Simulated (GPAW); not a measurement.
Write an ASE script for GPAW 26.7.0 that does the following.

| Property | Result |
| --- | --- |
| Task | relaxation of cell and atoms |
| Functional | revTPSS |
| Dispersion | D3 |
| Potentials or basis | GPAW PAW data sets (gpaw-data 1.2.1) |
| Cutoff | 800 eV |
| Basis | pw |
| k mesh | 7 × 7 × 7 |
| Occupations | fermi-dirac, width 0.05 eV |
| Spin | no spin polarisation |
| Target pressure | 5 GPa |
| Eigensolver | davidson |
| Maxiter | 150 |
| Optimizer | FIRE |
| Fmax | 0.02 eV/Å |
| Max steps | 40 |
| Target pressure | 5 GPa |

The structure of WC (Qusongite) lies in WC.cif:

```cif
data_WC
_cell_length_a 2.90650000
_cell_length_b 2.90650000
_cell_length_c 2.83660000
_cell_angle_alpha 90.00000000
_cell_angle_beta 90.00000000
_cell_angle_gamma 120.00000000
_space_group_name_H-M_alt 'P1'
_space_group_name_Hall 'P 1'
_space_group_IT_number 1
loop_
_space_group_symop_operation_xyz
'x,y,z'
loop_
_atom_site_label
_atom_site_type_symbol
_atom_site_symmetry_multiplicity
_atom_site_Wyckoff_symbol
_atom_site_fract_x
_atom_site_fract_y
_atom_site_fract_z
_atom_site_occupancy
W1 W 1 a 0.0000000000 0.0000000000 0.0000000000 1
C1 C 1 a 0.6666666667 0.3333333333 0.5000000000 1
```

These files were run (other wordings do the same):

run.py

```python
from ase.calculators.mixing import SumCalculator
from ase.filters import FrechetCellFilter
from ase.io import read, write
from ase.optimize import FIRE
from ase.units import GPa
from dftd3.ase import DFTD3
from gpaw import GPAW, PW

atoms = read('WC.cif')

calc = GPAW(mode=PW(800),
            xc='MGGA_X_REVTPSS+MGGA_C_REVTPSS',
            kpts={'size': (7, 7, 7), 'gamma': True},
            occupations={'name': 'fermi-dirac', 'width': 0.05},
            nbands=19,
            convergence={'density': 1e-05, 'energy': 1e-05},
            eigensolver='davidson',
            maxiter=150,
            txt='gpaw.txt')
atoms.calc = SumCalculator([calc, DFTD3(method='revtpss', damping='d3zero')])
opt = FIRE(FrechetCellFilter(atoms, scalar_pressure=5 * GPa), trajectory='relax.traj', logfile='-')
done = opt.run(fmax=0.02, steps=40)
calc.write('gs.gpw')
write('result.traj', atoms)
print('Converged:', done)
print('Cell:', atoms.cell.cellpar().round(4))
print('Volume:', round(atoms.get_volume(), 4))
print(atoms.get_scaled_positions().round(5))
```

Potentials or basis: GPAW PAW data sets (gpaw-data 1.2.1), pw.

Run with:

```bash
$ OMP_NUM_THREADS=1 python run.py
```

It gave:

```
Relaxed volume                                         : 10.06 Å³/atom
Relaxed cell                                           : a = 2.867 Å, b = 2.867 Å, c = 2.825 Å, α = 90.00°, β = 90.00°, γ = 120.00°
Space group after relaxing (to 0.05 Å)                 : P-6m2 (No. 187)
Energy change on relaxing (the enthalpy is what falls) : -3.2 meV/atom
Ionic steps                                            : 18
Pressure after relaxing                                : 5.0 GPa
Band gap on the k mesh                                 : none (metal or under the smearing width)
Dispersion energy per atom                             : -0.527 eV
```

Caveat: later steps reuse the first step's grids; the PAW data sets were made with another functional, which shifts forces and pressure a little; pairwise dispersion overbinds metals, which lowers pressure and volume.

It took 11 min on 1 thread of Arm Neoverse V1, with other jobs on the host, peak memory 1.4 GiB.
